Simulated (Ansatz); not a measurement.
Notes on Mo

```yaml
crystal:
  lattice:
    - [0.00000, 1.88594, 1.88594]
    - [1.88594, 0.00000, 1.88594]
    - [1.88594, 1.88594, 0.00000]
  atoms:
    - { symbol: Mo, position: [0.00000, 0.00000, 0.00000] }
```

Method: LDA, with U_eff = 1.18 eV on Mo d (all-electron-ortho-atomic projectors), spin-orbit coupling; PAW, plane waves to 420 eV, 11×11×11 Γ-centred mesh, methfessel-paxton occupations (width 0.2504 eV) (Ansatz 0.2.0), atoms fixed.

The state carries no moments; the state need not be the lowest.

Problem. What does the stress say?

Solution. The pressure is 43.3 GPa (compression positive), so with the atoms held at these fractions the cell would first expand.

Problem. What happens at the Fermi level?

Solution. It is a metal, with about 1 states/eV a cell as the mean within 0.25 eV of the Fermi level, mostly Mo d (91 %).

Origin: a known structure type with other elements, at an estimated volume, so it need not be a known compound. Caveats: started without moments under time reversal, so no moment could form; atoms or cell far from equilibrium; wide smearing.
